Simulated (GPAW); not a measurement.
# Ru (P6_3/mmc) in GPAW: settings compared, part 2 of 3

GPAW 26.7.0. Earlier steps stand in the parts before.

### Step 3. Relaxation of cell and atoms, M06-L

run.py

```python
from ase import Atoms
from ase.filters import FrechetCellFilter
from ase.io import write
from ase.optimize import LBFGS
from gpaw import GPAW, PW

atoms = Atoms(['Ru', 'Ru'],
              cell=[[2.7058, 0.0, 0.0],
                    [-1.3529, 2.3432915376, 0.0],
                    [0.0, 0.0, 4.2819]],
              scaled_positions=[[0.6666666667, 0.3333333333, 0.75],
                                [0.3333333333, 0.6666666667, 0.25]],
              pbc=True)

calc = GPAW(mode=PW(600),
            xc='M06-L',
            kpts={'size': (8, 8, 5), 'gamma': True},
            occupations={'name': 'fermi-dirac', 'width': 0.05},
            nbands=29,
            convergence={'density': 1e-06, 'energy': 1e-06, 'eigenstates': 1e-10},
            maxiter=150,
            txt='gpaw.txt')
atoms.calc = calc
opt = LBFGS(FrechetCellFilter(atoms), trajectory='relax.traj', logfile='-')
done = opt.run(fmax=0.02, steps=60)
calc.write('gs.gpw')
write('result.traj', atoms)
print('Converged:', done)
print('Cell:', atoms.cell.cellpar().round(4))
print('Volume:', round(atoms.get_volume(), 4))
print(atoms.get_scaled_positions().round(5))
```

Potentials or basis: GPAW PAW data sets (gpaw-data 1.2.1), pw.

On the command line:

```
$ OMP_NUM_THREADS=1 python run.py
```

gpaw.txt:

```text
__  _  _
 | _ |_)|_||  |
 |__||  | ||/\| - 26.7.0

Input parameters:
  mode=PW(ecut=600.0),
  convergence={'density': 1e-06, 'energy': 1e-06, 'eigenstates': 1e-10},
  kpts=MonkhorstPack(size=(8, 8, 5), gamma=True),
  maxiter=150,
  nbands=29,
  occupations=Occupations(name='fermi-dirac', width=0.05),
  xc=XC(name='M06-L')

Diagonalizing LCAO Hamiltonian
Converting LCAO to pw mode

          Ru

        Ru

Atoms  # Å, Bohr magnetons
|   | symbol |         x |        y |        z |    initial magnetic moments |
|---|--------|-----------|----------|----------|-----------------------------|
| 0 |     Ru |  1.352900 | 0.781097 | 3.211425 | ( 0.0000,  0.0000,  0.0000) |
| 1 |     Ru | -0.000000 | 1.562194 | 1.070475 | ( 0.0000,  0.0000,  0.0000) |

Unit cell  # Å
| periodic |         x |        y |        z |  lengths |     angles |
|----------|-----------|----------|----------|----------|------------|
|      yes |  2.705800 | 0.000000 | 0.000000 | 2.705800 |  90.000000 |
|      yes | -1.352900 | 2.343292 | 0.000000 | 2.705800 |  90.000000 |
|      yes |  0.000000 | 0.000000 | 4.281900 | 4.281900 | 120.000000 |

Number of symmetries: 12
Symmetry operations  # r_c * U_cc + t_c -> r_c
|    | kind |            matrix            |
|----|------|------------------------------|
|  0 |  σ   |  1, 1, 0,  0,-1, 0,  0, 0, 1 |
|  1 |  S6  |  1, 1, 0, -1, 0, 0,  0, 0,-1 |
|  2 |  E   |  1, 0, 0,  0, 1, 0,  0, 0, 1 |
|  3 |  C2  |  1, 0, 0, -1,-1, 0,  0, 0,-1 |
|  4 |  C2  |  0, 1, 0,  1, 0, 0,  0, 0,-1 |
|  5 |  C3  |  0, 1, 0, -1,-1, 0,  0, 0, 1 |
|  6 |  S6  |  0,-1, 0,  1, 1, 0,  0, 0,-1 |
|  7 |  σ   |  0,-1, 0, -1, 0, 0,  0, 0, 1 |
|  8 |  σ   | -1, 0, 0,  1, 1, 0,  0, 0, 1 |
[... 181 lines left out ...]
No gap
No difference between direct/indirect transitions

Stress tensor  # eV/Ang^3
|         x |         y |        z |
|-----------|-----------|----------|
|  0.054452 | -0.000000 | 0.000000 |
| -0.000000 |  0.054452 | 0.000000 |
|  0.000000 |  0.000000 | 0.049407 |

Forces  # eV/Ang
|        x |       y |        z |
|----------|---------|----------|
| -0.00000 | 0.00000 | -0.00085 |  # Ru   0
|  0.00000 | 0.00000 |  0.00085 |  # Ru   1
[... 7 lines left out ...]
Atoms  # Å, Bohr magnetons
|   | symbol |         x |        y |        z |    initial magnetic moments |
|---|--------|-----------|----------|----------|-----------------------------|
| 0 |     Ru |  1.345776 | 0.776984 | 3.196065 | ( 0.0000,  0.0000,  0.0000) |
| 1 |     Ru | -0.000000 | 1.553968 | 1.065371 | ( 0.0000,  0.0000,  0.0000) |

Unit cell  # Å
| periodic |         x |         y |         z |  lengths |     angles |
|----------|-----------|-----------|-----------|----------|------------|
|      yes |  2.691552 |  0.000000 | -0.000000 | 2.691552 |  90.000000 |
|      yes | -1.345776 |  2.330952 | -0.000000 | 2.691552 |  90.000000 |
|      yes |  0.000000 | -0.000000 |  4.261436 | 4.261436 | 120.000000 |

Number of symmetries: 12
Symmetry operations  # r_c * U_cc + t_c -> r_c
|    | kind |            matrix            |
|----|------|------------------------------|
|  0 |  σ   |  1, 1, 0,  0,-1, 0,  0, 0, 1 |
|  1 |  S6  |  1, 1, 0, -1, 0, 0,  0, 0,-1 |
|  2 |  E   |  1, 0, 0,  0, 1, 0,  0, 0, 1 |
|  3 |  C2  |  1, 0, 0, -1,-1, 0,  0, 0,-1 |
|  4 |  C2  |  0, 1, 0,  1, 0, 0,  0, 0,-1 |
|  5 |  C3  |  0, 1, 0, -1,-1, 0,  0, 0, 1 |
|  6 |  S6  |  0,-1, 0,  1, 1, 0,  0, 0,-1 |
|  7 |  σ   |  0,-1, 0, -1, 0, 0,  0, 0, 1 |
|  8 |  σ   | -1, 0, 0,  1, 1, 0,  0, 0, 1 |
[... 176 lines left out ...]
No gap
No difference between direct/indirect transitions

Stress tensor  # eV/Ang^3
|        x |         y |         z |
|----------|-----------|-----------|
| 0.026626 |  0.000000 |  0.000000 |
| 0.000000 |  0.026626 | -0.000000 |
| 0.000000 | -0.000000 |  0.021059 |

Forces  # eV/Ang
|       x |        y |        z |
|---------|----------|----------|
| 0.00000 |  0.00000 | -0.00040 |  # Ru   0
| 0.00000 | -0.00000 |  0.00040 |  # Ru   1

Interpolating wave functions to new cell

          Ru

        Ru

Atoms  # Å, Bohr magnetons
|   | symbol |         x |        y |        z |    initial magnetic moments |
|---|--------|-----------|----------|----------|-----------------------------|
| 0 |     Ru |  1.339394 | 0.773300 | 3.184056 | ( 0.0000,  0.0000,  0.0000) |
| 1 |     Ru | -0.000000 | 1.546599 | 1.061382 | ( 0.0000,  0.0000,  0.0000) |

Unit cell  # Å
| periodic |         x |         y |        z |  lengths |     angles |
|----------|-----------|-----------|----------|----------|------------|
|      yes |  2.678788 | -0.000000 | 0.000000 | 2.678788 |  90.000000 |
|      yes | -1.339394 |  2.319899 | 0.000000 | 2.678788 |  90.000000 |
|      yes | -0.000000 |  0.000000 | 4.245438 | 4.245438 | 120.000000 |

Number of symmetries: 12
Symmetry operations  # r_c * U_cc + t_c -> r_c
|    | kind |            matrix            |
|----|------|------------------------------|
|  0 |  σ   |  1, 1, 0,  0,-1, 0,  0, 0, 1 |
|  1 |  S6  |  1, 1, 0, -1, 0, 0,  0, 0,-1 |
|  2 |  E   |  1, 0, 0,  0, 1, 0,  0, 0, 1 |
|  3 |  C2  |  1, 0, 0, -1,-1, 0,  0, 0,-1 |
|  4 |  C2  |  0, 1, 0,  1, 0, 0,  0, 0,-1 |
|  5 |  C3  |  0, 1, 0, -1,-1, 0,  0, 0, 1 |
|  6 |  S6  |  0,-1, 0,  1, 1, 0,  0, 0,-1 |
|  7 |  σ   |  0,-1, 0, -1, 0, 0,  0, 0, 1 |
|  8 |  σ   | -1, 0, 0,  1, 1, 0,  0, 0, 1 |
[... 179 lines left out ...]
No gap
No difference between direct/indirect transitions

Stress tensor  # eV/Ang^3
|         x |         y |         z |
|-----------|-----------|-----------|
| -0.000114 |  0.000000 |  0.000000 |
|  0.000000 | -0.000114 |  0.000000 |
|  0.000000 |  0.000000 | -0.004167 |

Forces  # eV/Ang
|        x |       y |        z |
|----------|---------|----------|
| -0.00000 | 0.00000 |  0.00068 |  # Ru   0
|  0.00000 | 0.00000 | -0.00068 |  # Ru   1
[... 7 lines left out ...]
Atoms  # Å, Bohr magnetons
|   | symbol |         x |        y |        z |    initial magnetic moments |
|---|--------|-----------|----------|----------|-----------------------------|
| 0 |     Ru |  1.339528 | 0.773377 | 3.185479 | ( 0.0000,  0.0000,  0.0000) |
| 1 |     Ru | -0.000000 | 1.546754 | 1.061844 | ( 0.0000,  0.0000,  0.0000) |

Unit cell  # Å
| periodic |         x |        y |         z |  lengths |     angles |
|----------|-----------|----------|-----------|----------|------------|
|      yes |  2.679057 | 0.000000 | -0.000000 | 2.679057 |  90.000000 |
|      yes | -1.339528 | 2.320131 | -0.000000 | 2.679057 |  90.000000 |
|      yes |  0.000000 | 0.000000 |  4.247324 | 4.247324 | 120.000000 |

Number of symmetries: 12
Symmetry operations  # r_c * U_cc + t_c -> r_c
|    | kind |            matrix            |
|----|------|------------------------------|
|  0 |  σ   |  1, 1, 0,  0,-1, 0,  0, 0, 1 |
|  1 |  S6  |  1, 1, 0, -1, 0, 0,  0, 0,-1 |
|  2 |  E   |  1, 0, 0,  0, 1, 0,  0, 0, 1 |
|  3 |  C2  |  1, 0, 0, -1,-1, 0,  0, 0,-1 |
|  4 |  C2  |  0, 1, 0,  1, 0, 0,  0, 0,-1 |
|  5 |  C3  |  0, 1, 0, -1,-1, 0,  0, 0, 1 |
|  6 |  S6  |  0,-1, 0,  1, 1, 0,  0, 0,-1 |
|  7 |  σ   |  0,-1, 0, -1, 0, 0,  0, 0, 1 |
|  8 |  σ   | -1, 0, 0,  1, 1, 0,  0, 0, 1 |
[... 176 lines left out ...]
No gap
No difference between direct/indirect transitions

Stress tensor  # eV/Ang^3
|        x |         y |         z |
|----------|-----------|-----------|
| 0.000818 |  0.000000 |  0.000000 |
| 0.000000 |  0.000818 | -0.000000 |
| 0.000000 | -0.000000 | -0.001974 |

Forces  # eV/Ang
|        x |       y |        z |
|----------|---------|----------|
| -0.00000 | 0.00000 |  0.00039 |  # Ru   0
|  0.00000 | 0.00000 | -0.00039 |  # Ru   1
[... 7 lines left out ...]
Atoms  # Å, Bohr magnetons
|   | symbol |         x |        y |        z |    initial magnetic moments |
|---|--------|-----------|----------|----------|-----------------------------|
| 0 |     Ru |  1.339376 | 0.773289 | 3.186836 | ( 0.0000,  0.0000,  0.0000) |
| 1 |     Ru | -0.000000 | 1.546579 | 1.062281 | ( 0.0000,  0.0000,  0.0000) |

Unit cell  # Å
| periodic |         x |        y |        z |  lengths |     angles |
|----------|-----------|----------|----------|----------|------------|
|      yes |  2.678753 | 0.000000 | 0.000000 | 2.678753 |  90.000000 |
|      yes | -1.339376 | 2.319868 | 0.000000 | 2.678753 |  90.000000 |
|      yes | -0.000000 | 0.000000 | 4.249117 | 4.249117 | 120.000000 |

Number of symmetries: 12
Symmetry operations  # r_c * U_cc + t_c -> r_c
|    | kind |            matrix            |
|----|------|------------------------------|
|  0 |  σ   |  1, 1, 0,  0,-1, 0,  0, 0, 1 |
|  1 |  S6  |  1, 1, 0, -1, 0, 0,  0, 0,-1 |
|  2 |  E   |  1, 0, 0,  0, 1, 0,  0, 0, 1 |
|  3 |  C2  |  1, 0, 0, -1,-1, 0,  0, 0,-1 |
|  4 |  C2  |  0, 1, 0,  1, 0, 0,  0, 0,-1 |
|  5 |  C3  |  0, 1, 0, -1,-1, 0,  0, 0, 1 |
|  6 |  S6  |  0,-1, 0,  1, 1, 0,  0, 0,-1 |
|  7 |  σ   |  0,-1, 0, -1, 0, 0,  0, 0, 1 |
|  8 |  σ   | -1, 0, 0,  1, 1, 0,  0, 0, 1 |
[... 178 lines left out ...]
No gap
No difference between direct/indirect transitions

Stress tensor  # eV/Ang^3
|         x |         y |         z |
|-----------|-----------|-----------|
|  0.000625 | -0.000000 |  0.000000 |
| -0.000000 |  0.000625 |  0.000000 |
|  0.000000 |  0.000000 | -0.000320 |

Forces  # eV/Ang
|       x |        y |        z |
|---------|----------|----------|
| 0.00000 |  0.00000 | -0.00063 |  # Ru   0
| 0.00000 | -0.00000 |  0.00063 |  # Ru   1

# Writing to gs.gpw (mode='')
```

It took 6.8 min on 1 thread of Intel Xeon Platinum 8488C (Sapphire Rapids), shared host; peak memory 0.68 GiB.

Results:

```
Free energy                            : -34.8187 eV
Relaxed volume                         : 13.20 Å³/atom
Relaxed cell                           : a = 2.679 Å, b = 2.679 Å, c = 4.249 Å, α = 90.00°, β = 90.00°, γ = 120.00°
Space group after relaxing (to 0.05 Å) : P6_3/mmc (No. 194)
Energy gained by relaxing              : 8.8 meV/atom
Ionic steps                            : 5
Pressure after relaxing                : 0.0 GPa
Band gap on the k mesh                 : none (metal or under the smearing width)
```

Step by step:
| step | energy change (eV) | largest force (eV/Å) | pressure (GPa) | volume (Å³) |
| --- | --- | --- | --- | --- |
| 1 | 0.0000 | 0.0008 | -8.45 | 27.15 |
| 2 | -0.0145 | 0.0004 | -3.97 | 26.74 |
| 3 | -0.0175 | 0.0007 | 0.23 | 26.38 |
| 4 | -0.0176 | 0.0004 | 0.02 | 26.40 |
| 5 | -0.0176 | 0.0006 | -0.05 | 26.41 |

Final structure:
```yaml
crystal:
  lattice:
    - [2.67875, 0.00000, 0.00000]
    - [-1.33938, 2.31987, 0.00000]
    - [0.00000, 0.00000, 4.24912]
  atoms:
    - { symbol: Ru, position: [0.66667, 0.33333, 0.75000] }
    - { symbol: Ru, position: [0.33333, 0.66667, 0.25000] }
```

Levels at points of the mesh, in eV from the Fermi level:
```tsv
k point	band 12	band 13	band 14	band 15	band 16	band 17	band 18	band 19	band 20	band 21
(0.00, 0.00, 0.00)	-2.72	-2.51	-1.98	-1.98	-1.42	-1.42	1.19	1.19	1.26	11.09
(0.50, 0.50, 0.00)	-3.14	-2.16	-1.84	-1.55	1.52	1.95	1.98	4.28	6.58	11.76
```

Caveat: later steps reuse the first step's grids; the PAW data sets were made with another functional, which shifts forces and pressure a little.

### Step 4. Relaxation of cell and atoms, PBEint

run.py

```python
from ase.filters import FrechetCellFilter
from ase.io import write
from ase.optimize import BFGS
from ase.spacegroup import crystal
from gpaw import GPAW, PW, setup_paths

setup_paths.insert(0, '.')

# Ru 2c
atoms = crystal(['Ru'],
                basis=[[0.6666666667, 0.3333333333, 0.75]],
                spacegroup=194, setting=1,  # P6_3/mmc
                cellpar=[2.7058, 2.7058, 4.2819, 90.0, 90.0, 120.0],
                primitive_cell=True)

calc = GPAW(mode=PW(600),
            xc='GGA_X_PBEINT+GGA_C_PBEINT',
            kpts={'size': (8, 8, 5), 'gamma': True},
            occupations={'name': 'fermi-dirac', 'width': 0.05},
            nbands=29,
            convergence={'density': 1e-06, 'energy': 1e-06, 'eigenstates': 1e-10},
            maxiter=150,
            txt='gpaw.txt')
atoms.calc = calc
opt = BFGS(FrechetCellFilter(atoms), trajectory='relax.traj', logfile='-')
done = opt.run(fmax=0.05, steps=60)
calc.write('gs.gpw')
write('result.traj', atoms)
print('Converged:', done)
print('Cell:', atoms.cell.cellpar().round(4))
print('Volume:', round(atoms.get_volume(), 4))
print(atoms.get_scaled_positions().round(5))
```

Potentials or basis: PAW data sets generated in the run's folder for this functional, pw.

On the command line:

```
$ gpaw-setup -f GGA_X_PBEINT+GGA_C_PBEINT Ru
$ OMP_NUM_THREADS=1 python run.py
```

gpaw.txt:

```text
__  _  _
 | _ |_)|_||  |
 |__||  | ||/\| - 26.7.0

Input parameters:
  mode=PW(ecut=600.0),
  convergence={'density': 1e-06, 'energy': 1e-06, 'eigenstates': 1e-10},
  kpts=MonkhorstPack(size=(8, 8, 5), gamma=True),
  maxiter=150,
  nbands=29,
  occupations=Occupations(name='fermi-dirac', width=0.05),
  xc=XC(name='GGA_X_PBEINT+GGA_C_PBEINT')

Diagonalizing LCAO Hamiltonian
Converting LCAO to pw mode

          Ru

        Ru

Atoms  # Å, Bohr magnetons
|   | symbol |         x |        y |        z |    initial magnetic moments |
|---|--------|-----------|----------|----------|-----------------------------|
| 0 |     Ru |  1.352900 | 0.781097 | 3.211425 | ( 0.0000,  0.0000,  0.0000) |
| 1 |     Ru | -0.000000 | 1.562194 | 1.070475 | ( 0.0000,  0.0000,  0.0000) |

Unit cell  # Å
| periodic |         x |        y |        z |  lengths |     angles |
|----------|-----------|----------|----------|----------|------------|
|      yes |  2.705800 | 0.000000 | 0.000000 | 2.705800 |  90.000000 |
|      yes | -1.352900 | 2.343292 | 0.000000 | 2.705800 |  90.000000 |
|      yes |  0.000000 | 0.000000 | 4.281900 | 4.281900 | 120.000000 |

Number of symmetries: 12
Symmetry operations  # r_c * U_cc + t_c -> r_c
|    | kind |            matrix            |
|----|------|------------------------------|
|  0 |  σ   |  1, 1, 0,  0,-1, 0,  0, 0, 1 |
|  1 |  S6  |  1, 1, 0, -1, 0, 0,  0, 0,-1 |
[... 216 lines left out ...]
|  2 |  E   |  1, 0, 0,  0, 1, 0,  0, 0, 1 |
|  3 |  C2  |  1, 0, 0, -1,-1, 0,  0, 0,-1 |
|  4 |  C2  |  0, 1, 0,  1, 0, 0,  0, 0,-1 |
|  5 |  C3  |  0, 1, 0, -1,-1, 0,  0, 0, 1 |
|  6 |  S6  |  0,-1, 0,  1, 1, 0,  0, 0,-1 |
|  7 |  σ   |  0,-1, 0, -1, 0, 0,  0, 0, 1 |
|  8 |  σ   | -1, 0, 0,  1, 1, 0,  0, 0, 1 |
[... 176 lines left out ...]
Forces  # eV/Ang
|        x |        y |        z |
|----------|----------|----------|
| -0.00000 | -0.00000 | -0.00002 |  # Ru   0
| -0.00000 |  0.00000 |  0.00002 |  # Ru   1

Interpolating wave functions to new cell

          Ru

        Ru

Atoms  # Å, Bohr magnetons
|   | symbol |         x |        y |        z |    initial magnetic moments |
|---|--------|-----------|----------|----------|-----------------------------|
| 0 |     Ru |  1.345934 | 0.777076 | 3.191688 | ( 0.0000,  0.0000,  0.0000) |
| 1 |     Ru | -0.000000 | 1.554151 | 1.063897 | ( 0.0000,  0.0000,  0.0000) |

Unit cell  # Å
| periodic |         x |         y |         z |  lengths |     angles |
|----------|-----------|-----------|-----------|----------|------------|
|      yes |  2.691869 | -0.000000 |  0.000000 | 2.691869 |  90.000000 |
|      yes | -1.345934 |  2.331227 | -0.000000 | 2.691869 |  90.000000 |
|      yes |  0.000000 | -0.000000 |  4.255584 | 4.255584 | 120.000000 |

Number of symmetries: 12
Symmetry operations  # r_c * U_cc + t_c -> r_c
|    | kind |            matrix            |
|----|------|------------------------------|
|  0 |  σ   |  1, 1, 0,  0,-1, 0,  0, 0, 1 |
|  1 |  S6  |  1, 1, 0, -1, 0, 0,  0, 0,-1 |
|  2 |  E   |  1, 0, 0,  0, 1, 0,  0, 0, 1 |
|  3 |  C2  |  1, 0, 0, -1,-1, 0,  0, 0,-1 |
|  4 |  C2  |  0, 1, 0,  1, 0, 0,  0, 0,-1 |
|  5 |  C3  |  0, 1, 0, -1,-1, 0,  0, 0, 1 |
|  6 |  S6  |  0,-1, 0,  1, 1, 0,  0, 0,-1 |
|  7 |  σ   |  0,-1, 0, -1, 0, 0,  0, 0, 1 |
|  8 |  σ   | -1, 0, 0,  1, 1, 0,  0, 0, 1 |
[... 166 lines left out ...]
No gap
No difference between direct/indirect transitions

Stress tensor  # eV/Ang^3
|         x |         y |         z |
|-----------|-----------|-----------|
| -0.000550 |  0.000000 |  0.000000 |
|  0.000000 | -0.000550 | -0.000000 |
|  0.000000 | -0.000000 |  0.000019 |

Forces  # eV/Ang
|        x |        y |        z |
|----------|----------|----------|
| -0.00000 | -0.00000 | -0.00002 |  # Ru   0
|  0.00000 |  0.00000 |  0.00002 |  # Ru   1

# Writing to gs.gpw (mode='')
```

stdout:

```text
Step          Energy          fmax
BFGS:    0      -20.233013        0.500993
BFGS:    1      -20.238679        0.211990
BFGS:    2      -20.239586        0.007339
Converged: True
Cell: [  2.6919   2.6919   4.2556  90.      90.     120.    ]
Volume: 26.7053
[[0.66667 0.33333 0.75   ]
 [0.33333 0.66667 0.25   ]]
```

It took 42 s on 1 thread of Intel Xeon Platinum 8488C (Sapphire Rapids), shared host; peak memory 0.19 GiB.

What came out:

| Quantity | Value |
| --- | --- |
| Free energy | -20.2396 eV |
| Relaxed volume | 13.35 Å³/atom |
| Relaxed cell | a = 2.692 Å, b = 2.692 Å, c = 4.256 Å, α = 90.00°, β = 90.00°, γ = 120.00° |
| Space group after relaxing (to 0.05 Å) | P6_3/mmc (No. 194) |
| Energy gained by relaxing | 3.3 meV/atom |
| Ionic steps | 3 |
| Pressure after relaxing | 0.1 GPa |
| Band gap on the k mesh | none (metal or under the smearing width) |

Stress tensor (GPa, compression positive):
```
0.09 0.00 0.00
0.00 0.09 0.00
0.00 0.00 0.00
```

Step by step:
```
step  energy change (eV)  largest force (eV/Å)  pressure (GPa)  volume (Å³)
   1              0.0000                0.0000           -5.32        27.15
   2             -0.0057                0.0000           -2.22        26.89
   3             -0.0066                0.0000            0.06        26.71
```

Final structure:
```cif
data_structure
_symmetry_space_group_name_H-M 'P 1'
_symmetry_Int_Tables_number 1
_cell_length_a 2.6919
_cell_length_b 2.6919
_cell_length_c 4.2556
_cell_angle_alpha 90.000
_cell_angle_beta 90.000
_cell_angle_gamma 120.000
_cell_volume 26.71
loop_
_atom_site_label
_atom_site_type_symbol
_atom_site_fract_x
_atom_site_fract_y
_atom_site_fract_z
_atom_site_occupancy
Ru1 Ru 0.66667 0.33333 0.75000 1
Ru2 Ru 0.33333 0.66667 0.25000 1
```

Levels at points of the mesh, in eV from the Fermi level:
| k point | band 12 | band 13 | band 14 | band 15 | band 16 | band 17 | band 18 | band 19 | band 20 | band 21 |
| --- | --- | --- | --- | --- | --- | --- | --- | --- | --- | --- |
| (0.00, 0.00, 0.00) | -2.63 | -2.45 | -1.93 | -1.93 | -1.41 | -1.41 | 1.23 | 1.23 | 1.29 | 10.52 |
| (0.50, 0.50, 0.00) | -3.07 | -2.10 | -1.83 | -1.53 | 1.49 | 1.92 | 1.99 | 4.16 | 6.25 | 11.28 |

Caveat: later steps reuse the first step's grids.

(Continued in part 3 of 3.)
